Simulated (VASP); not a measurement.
## Sr4H15O12 (a cell with a defect): single point with LDA

Crystal: Sr4H15O12 (a cell with a defect).

```
CELL_PARAMETERS angstrom
-3.66407 -6.62148 0.00000
3.66407 -6.62148 0.00000
-0.00256 0.00000 6.12274
ATOMIC_POSITIONS crystal
Sr 0.64548 0.62922 0.37016
Sr 0.35807 0.38006 0.61634
Sr 0.11550 0.10943 0.37459
Sr 0.88906 0.87129 0.65069
H 0.67830 0.49002 0.86775
H 0.96782 0.17877 0.85065
H 0.93330 0.74910 0.10125
H 0.95376 0.44858 0.03742
H 0.27577 0.61779 0.96383
H 0.90539 0.46556 0.71930
H 0.18804 0.71883 0.26171
H 0.19320 0.95579 0.84753
H 0.45750 0.71440 0.86126
H 0.72900 0.94118 0.09380
H 0.21704 0.38521 0.23360
H 0.43460 0.97101 0.04710
H 0.62552 0.25250 0.99444
H 0.45384 0.94578 0.74217
H 0.69022 0.18253 0.31014
O 0.54420 0.58778 0.76931
O 0.31883 0.25025 0.28368
O 0.87891 0.38300 0.05793
O 0.13614 0.65437 0.91247
O 0.95373 0.50541 0.59178
O 0.24207 0.73159 0.40714
O 0.06207 0.05706 0.75483
O 0.80004 0.80930 0.17646
O 0.35761 0.89854 0.04113
O 0.66701 0.12200 0.91678
O 0.48337 0.96904 0.58879
O 0.71719 0.25890 0.43182
```

```yaml
Program: VASP 6.6.1
Task: single point
Functional: LDA
Potentials_or_basis: VASP PAW LDA potentials, release 64 (Sr_sv, H, O)
Cutoff: 520 eV
k_mesh: 2 × 2 × 2
Occupations: fermi-dirac, width 0.05 eV
Spin: no spin polarisation
```

```yaml
Largest_force: 2.570 eV/Å
Band_gap_on_the_k_mesh: 3.44 eV, indirect (least direct gap 3.53 eV)
```

Forces on the atoms (eV/Å):
```
Sr   0.777  0.869 -0.053
Sr  -0.886 -0.149  0.365
Sr  -0.051 -0.553 -0.530
Sr   0.874  0.334 -0.536
H    1.270  0.096 -0.410
H   -0.179 -0.219  0.520
H   -1.768 -0.625 -0.707
H   -0.159 -2.301 -0.531
H    0.564  0.235 -0.088
H   -0.112 -0.053  0.381
H   -0.313 -0.497  0.673
H    1.098 -0.531  0.330
H    0.407 -0.687  0.826
H    2.000 -0.712 -0.893
H    1.575 -0.551 -1.183
H    0.433  0.174 -0.015
H   -0.451  0.240 -0.065
H   -0.110 -0.310 -0.858
H    0.617 -1.180  1.062
O   -2.361  0.624  0.369
O   -1.027 -0.005  0.191
O    0.286  2.550 -0.132
O   -0.730 -0.052  0.868
O   -0.323 -0.294 -0.532
O    0.251  1.098 -0.528
O   -0.518  0.065  0.096
O   -0.300  0.825  1.594
O   -0.579  0.098 -0.056
O    0.562  0.037  0.269
O   -0.121  0.061  0.694
O   -0.723  1.412 -1.121
```

Levels at points of the mesh, in eV from the valence-band top:
```tsv
k point	band 61	band 62	band 63	band 64	band 65	band 66	band 67	band 68
(0.00, 0.00, 0.00)	-0.53	-0.43	-0.33	-0.08	3.44	5.38	6.01	6.19
(0.50, 0.00, 0.00)	-0.70	-0.49	-0.39	-0.06	4.74	4.87	5.73	6.10
(0.00, 0.50, 0.00)	-0.51	-0.40	-0.33	-0.11	4.59	5.01	5.75	6.12
(0.50, 0.50, 0.00)	-0.59	-0.49	-0.43	-0.12	4.54	5.02	5.90	6.04
(0.00, 0.00, 0.50)	-0.58	-0.40	-0.28	-0.08	4.55	5.30	5.73	6.06
(0.50, 0.00, 0.50)	-0.65	-0.47	-0.36	-0.07	4.93	5.30	5.81	6.15
(0.00, 0.50, 0.50)	-0.62	-0.39	-0.35	0.00	4.85	5.42	5.85	5.92
(0.50, 0.50, 0.50)	-0.61	-0.53	-0.36	-0.12	5.04	5.58	5.75	6.04
```

It took 6.8 min on 1 thread of Intel(R) Xeon(R) 6975P-C (Granite Rapids), with other jobs on the host, peak memory 0.37 GiB.

Caveat: the k mesh is coarse (spacing up to 0.51 Å⁻¹), so the values aren't converged; the cell carries a net charge on a neutralising background, which shifts energy and pressure; the cell is charged against a uniform background, so pressure and absolute levels hang on convention. Expect the measured gap to be larger: semilocal functionals such as LDA lack the derivative discontinuity.
